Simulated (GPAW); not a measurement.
## Fe: relaxation of cell and atoms with PBEsol

Crystal: Fe.

```
CELL_PARAMETERS angstrom
2.43416 0.00000 0.00000
-1.21708 2.10804 0.00000
0.00000 0.00000 3.84193
ATOMIC_POSITIONS crystal
Fe 0.66667 0.33333 0.75000
Fe 0.33333 0.66667 0.25000
```

This isn't the form of Fe at room conditions, which is bcc.

```json
{"Program": "GPAW 26.7.0", "Task": "relaxation of cell and atoms", "Functional": "PBEsol", "Potentials or basis": "PAW data sets generated in the run's folder for this functional", "Cutoff": "600 eV", "Basis": "pw", "k mesh": "9 × 9 × 5", "Occupations": "fermi-dirac, width 0.05 eV", "Spin": "collinear spin, ferromagnetic start", "Starting moments": "[3.0, 3.0] μB", "Target pressure": "5 GPa", "Maxiter": "150", "Optimizer": "BFGS", "Fmax": "0.02 eV/Å", "Max steps": "60", "Convergence": "density=1e-05 forces=0.0001"}
```

| Item | Value |
| --- | --- |
| Relaxed volume | 9.79 Å³/atom |
| Relaxed cell | a = 2.426 Å, b = 2.426 Å, c = 3.842 Å, α = 90.00°, β = 90.00°, γ = 120.00° |
| Space group after relaxing (to 0.05 Å) | P6_3/mmc (No. 194) |
| Energy change on relaxing (the enthalpy is what falls) | +1.6 meV/atom |
| Ionic steps | 5 |
| Pressure after relaxing | 5.0 GPa |
| Band gap on the k mesh | none (metal or under the smearing width) |
| Net moment | 0.00 μB per cell |

The path:
| step | energy change (eV) | largest force (eV/Å) | pressure (GPa) | volume (Å³) |
| --- | --- | --- | --- | --- |
| 1 | 0.0000 | 0.0000 | 2.63 | 19.71 |
| 2 | 0.0012 | 0.0000 | 3.67 | 19.65 |
| 3 | 0.0034 | 0.0000 | 5.13 | 19.57 |
| 4 | 0.0034 | 0.0000 | 5.12 | 19.57 |
| 5 | 0.0032 | 0.0000 | 5.00 | 19.57 |

Final structure:
```yaml
crystal:
  lattice:
    - [2.42551, 0.00000, 0.00000]
    - [-1.21276, 2.10056, 0.00000]
    - [0.00000, 0.00000, 3.84198]
  atoms:
    - { symbol: Fe, position: [0.66667, 0.33333, 0.75000] }
    - { symbol: Fe, position: [0.33333, 0.66667, 0.25000] }
```

Levels at points of the mesh, in eV from the Fermi level:
Spin up:
| k point | band 6 | band 7 | band 8 | band 9 | band 10 | band 11 |
| --- | --- | --- | --- | --- | --- | --- |
| (0.00, 0.00, 0.00) | -1.33 | -1.33 | -0.94 | -0.94 | 0.33 | 0.72 |
Spin down:
| k point | band 4 | band 5 | band 6 | band 7 | band 8 | band 9 | band 10 | band 11 | band 12 | band 13 |
| --- | --- | --- | --- | --- | --- | --- | --- | --- | --- | --- |
| (0.00, 0.00, 0.00) | -1.83 | -1.70 | -1.33 | -1.33 | -0.94 | -0.94 | 0.33 | 0.72 | 0.72 | 9.08 |

Run time: 56 s on 1 thread of Intel(R) Xeon(R) 6975P-C (Granite Rapids) (shared host), peak memory 0.23 GiB.

Caveat: each step starts from the last one's moments, so a moment once lost doesn't come back; the starting moments collapsed, and a magnetic state may lie lower; later steps reuse the first step's grids.
